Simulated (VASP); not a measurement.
# Si2W (Fm-3m) in VASP: further runs

Runs on Si2W. Level: PBE. Tasks: single point, relaxation of cell and atoms.

Everything below comes from runs of VASP 6.6.1. Logs are shortened: lines on timing, memory, paths and dates and some standing lists are left out, and cuts for length are marked.

## (1) The structure

The structure is cubic, space group Fm-3m (No. 225). Conventional cell: a = 5.890 Å, b = 5.890 Å, c = 5.890 Å, α = 90.00°, β = 90.00°, γ = 90.00°. Around Si (site symmetry -43m) lie 4 W at 2.55 Å. W (site symmetry m-3m) has 8 Si at 2.55 Å as nearest neighbours.

The cell was built by a generator and needn't be a form met in nature.

## (2) Single point, PBE (random cell by space group and Wyckoff sites (Fm-3m, No. 225))

INCAR

```
SYSTEM = Si2W
ALGO = Fast
EDIFF = 1E-6
ENCUT = 520
GGA = PE
ISIF = 2
ISMEAR = 0
LASPH = .TRUE.
LCHARG = .FALSE.
LREAL = .FALSE.
LWAVE = .FALSE.
NBANDS = 18
NELM = 60
PREC = Accurate
SIGMA = 0.1
```

KPOINTS

```
k-points
0
G
  14 14 14
  0 0 0
```

POSCAR

```
Si2W
1.0
    0.0000000000      2.9451353155      2.9451353155
    2.9451353155      0.0000000000      2.9451353155
    2.9451353155      2.9451353155      0.0000000000
Si W
2 1
Direct
    0.2500000000      0.2500000000      0.2500000000
    0.7500000000      0.7500000000      0.7500000000
    0.0000000000      0.0000000000      0.0000000000
```

Potentials or basis: VASP PAW PBE potentials, release 64 (Si, W_sv).

Launch:

```console
$ cat potpaw_PBE.64/Si/POTCAR potpaw_PBE.64/W_sv/POTCAR > POTCAR
$ mpirun -np 1 vasp_std > vasp.out
```

OUTCAR:

```text
SYSTEM = Si2W
   EDIFF = 1E-6
   ENCUT = 520
   GGA = PE
   ISIF = 2
   ISMEAR = 0
   LASPH = .TRUE.
   LREAL = .FALSE.
   NELM = 60
   PREC = Accurate

 ion  position               nearest neighbor table
   1  0.250  0.250  0.250-   3 2.55   3 2.55   3 2.55   3 2.55   2 2.95   2 2.95   2 2.95   2 2.95
                             2 2.95   2 2.95
   2  0.750  0.750  0.750-   3 2.55   3 2.55   3 2.55   3 2.55   1 2.95   1 2.95   1 2.95   1 2.95
                             1 2.95   1 2.95
   3  0.000  0.000  0.000-   2 2.55   2 2.55   2 2.55   1 2.55   2 2.55   1 2.55   1 2.55   1 2.55

  LATTYP: Found a face centered cubic cell.
 ALAT       =     5.8902706310

  Lattice vectors:

 A1 = (   0.0000000000,   2.9451353155,   2.9451353155)
 A2 = (   2.9451353155,   0.0000000000,   2.9451353155)
 A3 = (   2.9451353155,   2.9451353155,   0.0000000000)

Analysis of symmetry for initial positions (statically):
=====================================================================
 Subroutine PRICEL returns:
 Original cell was already a primitive cell.

 Routine SETGRP: Setting up the symmetry group for a
 face centered cubic supercell.

 Subroutine GETGRP returns: Found 48 space group operations
 (whereof 48 operations were pure point group operations)
 out of a pool of 48 trial point group operations.

The static configuration has the point symmetry O_h .

Analysis of symmetry for dynamics (positions and initial velocities):
=====================================================================
 Subroutine PRICEL returns:
 Original cell was already a primitive cell.

 Routine SETGRP: Setting up the symmetry group for a
 face centered cubic supercell.

 Subroutine GETGRP returns: Found 48 space group operations
 (whereof 48 operations were pure point group operations)
 out of a pool of 48 trial point group operations.

The dynamic configuration has the point symmetry O_h .

 Subroutine INISYM returns: Found 48 space group operations
 (whereof 48 operations are pure point group operations),
 and found     1 'primitive' translations

----------------------------------------------------------------------------------------

                                     Primitive cell

  volume of cell :      51.0912

  direct lattice vectors                    reciprocal lattice vectors
     0.000000000  2.945135315  2.945135315    -0.169771486  0.169771486  0.169771486
     2.945135315  0.000000000  2.945135315     0.169771486 -0.169771486  0.169771486
     2.945135315  2.945135315  0.000000000     0.169771486  0.169771486 -0.169771486

  length of vectors
     4.165050306  4.165050306  4.165050306     0.294052840  0.294052840  0.294052840

  position of ions in fractional coordinates (direct lattice)
     0.250000000  0.250000000  0.250000000
     0.750000000  0.750000000  0.750000000
     0.000000000  0.000000000  0.000000000

  ion indices of the primitive-cell ions
   primitive index   ion index
                 1           1
                 2           2
                 3           3

----------------------------------------------------------------------------------------

 KPOINTS: k-points

Automatic generation of k-mesh.
 Grid dimensions read from file:
 generate k-points for:   14   14   14

 Generating k-lattice:

  Cartesian coordinates                     Fractional coordinates (reciprocal lattice)
    -0.012126535  0.012126535  0.012126535     0.071428571  0.000000000  0.000000000
     0.012126535 -0.012126535  0.012126535     0.000000000  0.071428571  0.000000000
     0.012126535  0.012126535 -0.012126535     0.000000000  0.000000000  0.071428571

  Length of vectors
     0.021003774  0.021003774  0.021003774

  Shift w.r.t. Gamma in fractional coordinates (k-lattice)
     0.000000000  0.000000000  0.000000000

 Subroutine IBZKPT returns following result:
 ===========================================

 Found    104 irreducible k-points:

 Following reciprocal coordinates:
            Coordinates               Weight
  0.000000  0.000000  0.000000      1.000000
  0.071429  0.000000  0.000000      8.000000
  0.142857  0.000000  0.000000      8.000000
  0.214286  0.000000  0.000000      8.000000
  0.285714  0.000000  0.000000      8.000000
  0.357143  0.000000  0.000000      8.000000
[... 16 lines left out ...]
  0.214286  0.142857  0.000000     24.000000
  0.285714  0.142857  0.000000     24.000000
 [... further k-points ...]
   k-points           NKPTS =    104   k-points in BZ     NKDIM =    104   number of bands    NBANDS=     18
   number of dos      NEDOS =    301   number of ions     NIONS =      3
   total plane-waves  NPLWV =  32768
   dimension x,y,z NGX =    32 NGY =   32 NGZ =   32
   dimension x,y,z NGXF=    64 NGYF=   64 NGZF=   64
   ions per type =               2   1
   NGX,Y,Z   is equivalent  to a cutoff of  12.77, 12.77, 12.77 a.u.
   NGXF,Y,Z  is equivalent  to a cutoff of  25.55, 25.55, 25.55 a.u.
 SYSTEM =  Si2W
   PREC   = accura    normal or accurate (medium, high low for compatibility)
   ISTART =      0    job   : 0-new  1-cont  2-samecut
   ICHARG =      2    charge: 1-file 2-atom 10-const
   ISPIN  =      1    spin polarized calculation?
   LNONCOLLINEAR =      F non collinear calculations
   LSORBIT =      F    spin-orbit coupling
   LASPH  =      T    aspherical Exc in radial PAW
   ENCUT  =  520.0 eV  38.22 Ry    6.18 a.u.   7.74  7.74  7.74*2*pi/ulx,y,z
   NELM   =     60;   NELMIN=  2; NELMDL= -5     # of ELM steps
   EDIFF  = 0.1E-05   stopping-criterion for ELM
   LREAL  =      F    real-space projection
   EDIFFG = 0.1E-04   stopping-criterion for IOM
   NSW    =      0    number of steps for IOM
   IBRION =     -1    ionic relax: 0-MD 1-quasi-New 2-CG
   NFREE  =      0    steps in history (QN), initial steepest desc. (CG)
   ISIF   =      2    stress and relaxation
   ISYM   =      2    0-nonsym 1-usesym 2-fastsym
   POTIM  = 0.5000    time-step for ionic-motion
   TEBEG  =    0.0;   TEEND  =   0.0 temperature during run
   PSTRESS=    0.0 pullay stress
   NELECT =      22.0000    total number of electrons
   NUPDOWN=      -1.0000    fix difference up-down
   EMIN   =  10.00;   EMAX   =-10.00  energy-range for DOS
   EFERMI =   0.00;   METHOD = LEGACY
   ISMEAR =     0;   SIGMA  =   0.10  broadening in eV -4-tet -1-fermi 0-gaus
   EFERMI_NEDOS =   21; number of points for ismear=-14 and -15
   IALGO  =     68    algorithm
   IMIX   =      4    mixing-type and parameters
     AMIX     =   0.40;   BMIX     =  1.00
     AMIX_MAG =   1.60;   BMIX_MAG =  1.00
  volume/ion in A,a.u.               =      17.03       114.93
  Fermi-wavevector in a.u.,A,eV,Ry     =   1.236233  2.336142 20.793417  1.528273
  Thomas-Fermi vector in A             =   2.370850
   LORBIT       =      0    0 simple, 1 ext, 2 COOP (PROOUT), +10 PAW based schemes
   GGA     = PE    functional components
   LHFCALC =     F    Hartree Fock is set to
   AEXX    =    0.0000 exact exchange contribution
   IVDW    =     0    specifies the selected vdW correction
   LEPSILON=     F    determine dielectric tensor
   LRPA    =     F    only Hartree local field effects (RPA)
 non-spin polarized calculation
 RMM-DIIS sequential band-by-band and
 Gauss-broadening in eV      SIGMA  =   0.10
  energy-cutoff  :      520.00
  volume of cell :       51.09
 maximum number of plane-waves:      1392
   NGX = 15   NGY = 15   NGZ = 15

 number of electron      22.0000003 magnetization

 Free energy of the ion-electron system (eV)
  ---------------------------------------------------
  ext. energy  EPLUGINS =         0.00000000
  ---------------------------------------------------
  free energy    TOTEN  =       -22.25022626 eV

  energy without entropy =      -22.23810704  energy(sigma->0) =      -22.24416665

 E-fermi :   8.4439     XC(G=0): -11.1812

 val. band max:        8.4427193449   @ k =   0.4286   0.2857   0.0714
 cond. band min:       8.4477900408   @ k =  -0.3571   0.4286   0.0714
 fundamental gap:      0.0050706959
 Fermi energy:         8.4439074790

 k-point     1 :       0.0000    0.0000    0.0000
  band No.  band energies     occupation
      1     -64.9211      2.00000
      2     -29.2412      2.00000
      3     -29.2412      2.00000
      4     -29.2412      2.00000
      5      -3.4709      2.00000
      6       4.0053      2.00000
[... 10 lines left out ...]
     17      12.7956      0.00000
     18      15.6097      0.00000

 k-point     2 :       0.0714    0.0000    0.0000
  band No.  band energies     occupation
      1     -64.9211      2.00000
      2     -29.2425      2.00000
      3     -29.2414      2.00000
      4     -29.2414      2.00000
      5      -3.3991      2.00000
      6       3.6735      2.00000
[... 10 lines left out ...]
     17      12.7475      0.00000
     18      15.7204      0.00000

 k-point     3 :       0.1429    0.0000    0.0000
  band No.  band energies     occupation
      1     -64.9210      2.00000
      2     -29.2463      2.00000
      3     -29.2420      2.00000
      4     -29.2420      2.00000
      5      -3.1868      2.00000
      6       3.0336      2.00000
[... 10 lines left out ...]
     17      13.0576      0.00000
     18      15.9763      0.00000

 k-point     4 :       0.2143    0.0000    0.0000
  band No.  band energies     occupation
      1     -64.9209      2.00000
      2     -29.2516      2.00000
      3     -29.2429      2.00000
      4     -29.2429      2.00000
      5      -2.8439      2.00000
      6       2.3617      2.00000
[... 375 lines left out ...]
      4     -29.2431      2.00000
      5      -3.0897      2.00000
      6       2.9227      2.00000
[... 10 lines left out ...]
     17      12.7841      0.00000
     18      15.6747      0.00000

 k-point    23 :       0.2143    0.1429    0.0000
  band No.  band energies     occupation
      1     -64.9209      2.00000
      2     -29.2498      2.00000
      3     -29.2441      2.00000
      4     -29.2439      2.00000
      5      -2.8337      2.00000
      6       2.4942      2.00000
[... 10 lines left out ...]
     17      13.4965      0.00000
     18      15.5612      0.00000

 k-point    24 :       0.2857    0.1429    0.0000
  band No.  band energies     occupation
      1     -64.9208      2.00000
      2     -29.2546      2.00000
      3     -29.2451      2.00000
      4     -29.2449      2.00000
      5      -2.4530      2.00000
      6       1.9856      2.00000
[... 10 lines left out ...]
     17      14.2982      0.00000
     18      15.3295      0.00000

 [... further k-points ...]

------------------------ aborting loop because EDIFF is reached ----------------------------------------

  FORCE on cell =-STRESS in cart. coord.  units (eV):
  Direction    XX          YY          ZZ          XY          YZ          ZX
  --------------------------------------------------------------------------------------
  -------------------------------------------------------------------------------------
  Total        0.0122010      0.0122010      0.0122010     -0.0000000     -0.0000000     -0.0000000
  in kB        0.3826139      0.3826139      0.3826139     -0.0000000     -0.0000000     -0.0000000
  external PRESSURE =       0.3826139 kB  Pullay stress =       0.0000000 kB

 VOLUME and BASIS-vectors are now :
 -----------------------------------------------------------------------------
  energy-cutoff  :      520.00
  volume of cell :       51.09
      direct lattice vectors                 reciprocal lattice vectors
     0.000000000  2.945135315  2.945135315    -0.169771486  0.169771486  0.169771486
     2.945135315  0.000000000  2.945135315     0.169771486 -0.169771486  0.169771486
     2.945135315  2.945135315  0.000000000     0.169771486  0.169771486 -0.169771486

 POSITION                                       TOTAL-FORCE (eV/Angst)
 -----------------------------------------------------------------------------------
      1.47257      1.47257      1.47257        -0.000000     -0.000000     -0.000000
      4.41770      4.41770      4.41770         0.000000      0.000000      0.000000
      0.00000      0.00000      0.00000        -0.000000     -0.000000     -0.000000
 -----------------------------------------------------------------------------------
    total drift:                                0.000000     -0.000000      0.000000

  FREE ENERGIE OF THE ION-ELECTRON SYSTEM (eV)
  ---------------------------------------------------
  free  energy   TOTEN  =       -22.2502262609 eV

  energy  without entropy=      -22.2381070400  energy(sigma->0) =      -22.24416665
```

Run time: 2 min. Hardware: 1 thread of AMD EPYC 7R43 (Zen 3), shared host; peak memory 0.2 GiB.

Results:

| Property | Result |
| --- | --- |
| Free energy | -22.2502 eV |
| Pressure | 0.0 GPa |
| Band gap on the k mesh | none (metal or under the smearing width) |

Levels at points of the mesh, in eV from the Fermi level:
| k point | band 7 | band 8 | band 9 | band 10 | band 11 | band 12 | band 13 | band 14 | band 15 | band 16 |
| --- | --- | --- | --- | --- | --- | --- | --- | --- | --- | --- |
| (0.00, 0.00, 0.00) | -4.44 | -4.44 | -2.37 | -0.91 | -0.91 | 3.74 | 3.74 | 3.74 | 4.35 | 4.35 |
| (0.50, 0.00, 0.00) | -3.74 | -3.74 | -1.97 | -0.32 | -0.32 | -0.20 | -0.20 | 0.94 | 5.68 | 6.84 |
| (0.50, 0.50, 0.00) | -6.61 | -2.95 | -2.95 | -1.25 | -1.04 | -1.04 | 0.49 | 5.20 | 6.22 | 6.83 |

The run has no spin-orbit coupling, so splittings on W are missing.

## (3) Relaxation of cell and atoms, PBE (random cell by space group and Wyckoff sites (Fm-3m, No. 225))

INCAR

```
ALGO = Fast ; EDIFF = 1E-7
EDIFFG = -0.01 ; ENCUT = 600
GGA = PE ; IBRION = 2
ISIF = 3 ; ISMEAR = 0
LASPH = T ; LCHARG = F
LREAL = F ; LWAVE = F
NELM = 100 ; NSW = 100
PREC = Accurate ; SIGMA = 0.1
```

KPOINTS

```
k-points
0
Gamma
  14 14 14
```

POSCAR

```
Si2W
1.0
    0.0000000000      2.9470898269      2.9470898269
    2.9470898269      0.0000000000      2.9470898269
    2.9470898269      2.9470898269      0.0000000000
Si W
2 1
Direct
    0.2500000000      0.2500000000      0.2500000000
    0.7500000000      0.7500000000      0.7500000000
    0.0000000000      0.0000000000      0.0000000000
```

Potentials or basis: VASP PAW PBE potentials, release 64 (Si, W_sv).

Launch:

```console
$ cat potpaw_PBE.64/Si/POTCAR potpaw_PBE.64/W_sv/POTCAR > POTCAR
$ mpirun -np 1 vasp_std > vasp.out
```

It took 7.5 min on 1 thread of AMD EPYC 7R43 (Zen 3), shared host; peak memory 0.25 GiB.

It converged, with:

* Free energy: -22.2505 eV
* Relaxed volume: 17.04 Å³/atom
* Relaxed cell: a = 4.166 Å, b = 4.166 Å, c = 4.166 Å, α = 60.00°, β = 60.00°, γ = 60.00°
* Space group after relaxing (to 0.05 Å): Fm-3m (No. 225)
* Energy gained by relaxing: 0.0 meV/atom
* Ionic steps: 3
* Pressure after relaxing: 0.0 GPa
* Band gap on the k mesh: none (metal or under the smearing width)

Final structure:
```xyz
3
Lattice="0.0000 2.9455 2.9455 2.9455 0.0000 2.9455 2.9455 2.9455 0.0000" Properties=species:S:1:pos:R:3 pbc="T T T"
Si    1.4728    1.4728    1.4728
Si    4.4183    4.4183    4.4183
W     0.0000    0.0000    0.0000
```

Levels at points of the mesh, in eV from the Fermi level:
```tsv
k point	band 8	band 9	band 10	band 11	band 12	band 13	band 14	band 15
(0.00, 0.00, 0.00)	-4.44	-2.37	-0.91	-0.91	3.74	3.74	3.74	4.35
(0.50, 0.00, 0.00)	-3.74	-1.97	-0.32	-0.32	-0.20	-0.20	0.94	5.67
(0.50, 0.50, 0.00)	-2.95	-2.95	-1.25	-1.04	-1.04	0.49	5.19	6.21
```

## (4) Single point, PBE

INCAR

```
  PREC = Accurate
  ENCUT = 520
  EDIFF = 1E-6
  ISMEAR = 0
  SIGMA = 0.1
  LREAL = F
  LASPH = T
  NELM = 60
  ALGO = Normal
  ISIF = 2
  LWAVE = F
  LCHARG = F
  GGA = PE
  NBANDS = 18
```

KPOINTS

```
Automatic mesh
0
Gamma
  14 14 14
```

POSCAR

```
Si2W
1.0
    0.0000000000      2.9451353155      2.9451353155
    2.9451353155      0.0000000000      2.9451353155
    2.9451353155      2.9451353155      0.0000000000
Si W
2 1
Direct
    0.2500000000      0.2500000000      0.2500000000
    0.7500000000      0.7500000000      0.7500000000
    0.0000000000      0.0000000000      0.0000000000
```

Launch:

```console
$ cat potpaw_PBE.64/Si/POTCAR potpaw_PBE.64/W_sv/POTCAR > POTCAR
$ mpirun -np 1 vasp_std > vasp.out
```

It took 2.2 min on 1 thread of AMD EPYC 7R43 (Zen 3), shared host; peak memory 0.19 GiB.

The run converged. Its results:

- Free energy: -22.2502 eV
- Pressure: 0.0 GPa
- Band gap on the k mesh: none (metal or under the smearing width)

Levels at points of the mesh, in eV from the Fermi level:
```tsv
k point	band 7	band 8	band 9	band 10	band 11	band 12	band 13	band 14	band 15	band 16
(0.00, 0.00, 0.00)	-4.44	-4.44	-2.37	-0.91	-0.91	3.74	3.74	3.74	4.35	4.35
(0.50, 0.00, 0.00)	-3.74	-3.74	-1.97	-0.32	-0.32	-0.20	-0.20	0.94	5.68	6.84
(0.50, 0.50, 0.00)	-6.61	-2.95	-2.95	-1.25	-1.04	-1.04	0.49	5.20	6.22	6.83
```

Spin-orbit coupling is left out, which matters for the levels of W.

## (5) The runs side by side

```csv
task,cell,cutoff (eV),gap on the mesh (eV),pressure (GPa)
single point,"random cell by space group and Wyckoff sites (Fm-3m, No. 225)",520,none,0.0
relaxation of cell and atoms,"relaxed from: random cell by space group and Wyckoff sites (Fm-3m, No. 225)",600,none,0.0
single point,as given,520,none,0.0
```

Alike in all rows: level PBE; potentials or basis VASP PAW PBE potentials, release 64 (Si, W_sv); no spin polarisation; k mesh 14 × 14 × 14; smearing gaussian 0.1 eV.

Absolute energies hang on the potentials; compare differences alone.
